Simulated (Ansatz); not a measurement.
# Calculated quadrupolar parameters for SiO2

The cell is a Materials Project structure (computed, not necessarily an observed phase).

```
Si O
1.0
    -3.59684    3.59684    6.06359
     3.59684   -3.59684    6.06359
     3.59684    3.59684   -6.06359
Si O
5 10
Direct
  0.00000 0.00000 0.00000
  0.78778 0.99377 0.20599
  0.00623 0.21222 0.79401
  0.41822 0.21222 0.20599
  0.78778 0.58178 0.79401
  0.26061 0.07909 0.18152
  0.92091 0.10243 0.18152
  0.92091 0.73939 0.81848
  0.89757 0.07909 0.81848
  0.73371 0.73371 0.00000
  0.26629 0.26629 0.00000
  0.56677 0.06677 0.13354
  0.93323 0.06677 0.50000
  0.56677 0.43323 0.50000
  0.93323 0.43323 0.86646
```

Atoms are numbered from 1 in the order listed; like atoms form one site, named after its first atom.

Computed with Ansatz: DFT, HSE06, plane waves and PAW (field gradients read without the response of the frozen cores, which leaves them typically 4 to 6 % off), scalar-relativistic, 420 eV cutoff, Γ-centred 3×3×3 k-points, Fermi–Dirac smearing 0.02 eV.

Conventions: |V_zz| ≥ |V_yy| ≥ |V_xx|, η = (V_xx − V_yy)/V_zz, C_Q = eQV_zz/h.

¹⁷O: I = 5/2, Q = -25.58 mb. Nuclear quadrupole moments: year-2017 set (Pyykkö).

| site | atoms (order as listed) | first shell | V_zz (10²¹ V/m²) | η | C_Q (MHz) |
| --- | --- | --- | --- | --- | --- |
| Si1 | 1 | 4 O at 1.62 Å | -1.81 | 0.00 | – |
| Si2 | 2, 3, 4, 5 | 4 O at 1.61–1.62 Å | -1.33 | 0.36 | – |
| O6 | 6, 7, 8, 9 | 2 Si at 1.62 Å, angle 133° | 9.06 | 0.22 | -5.60 |
| O10 | 10, 11 | 2 Si at 1.62 Å, angle 132° | 9.18 | 0.23 | -5.68 |
| O12 | 12, 13, 14, 15 | 2 Si at 1.61 Å, angle 153° | 10.19 | 0.08 | -6.30 |

An axis of threefold or higher order runs through Si1, so V_zz lies along it and η is zero. At O6, O10 and O12 V_zz runs parallel to the line that joins its two neighbours (within 1°) in each case.

Si has no stable isotope with a ground-state quadrupole moment in the table, so no C_Q is given.
